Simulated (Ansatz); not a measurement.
LaAlO$_{3}$ (cubic perovskite)

```
CELL_PARAMETERS angstrom
      3.78694     0.00000     0.00000
      0.00000     3.78694     0.00000
      0.00000     0.00000     3.78694
ATOMIC_POSITIONS crystal
  La 0.00000 0.00000 0.00000
  Al 0.50000 0.50000 0.50000
  O  0.00000 0.50000 0.50000
  O  0.50000 0.50000 0.00000
  O  0.50000 0.00000 0.50000
```

Equation-of-state scan: isotropic scaling of the cell above, V₀ being its volume. Symmetry pins the atoms to their sites.

All values below come from r2SCAN (plane waves to 500 eV, PAW, scalar-relativistic; Ansatz, a quantum-chemistry and plane-wave program). k mesh 9×9×9 (Γ-centred), Fermi-Dirac smearing 0.05 eV. Energies are smeared free energies. Compression counts positive. LaAlO3 is run without spin polarisation. LaAlO3 was relaxed with its symmetry unable to fall. This is a high-temperature form of LaAlO3. The zero of ΔE is the relaxed starting cell.

The scan covers V/V₀ from 0.940 to 1.060 in 13 points.

Q: What is the fitted pressure derivative B₀′?

A: 4.2.

Q: What bulk modulus B₀ follows from a third-order Birch-Murnaghan fit?

A: 212 GPa.

(Under strain, the slope of the energy per volume gives the stress and its curvature an elastic modulus.)
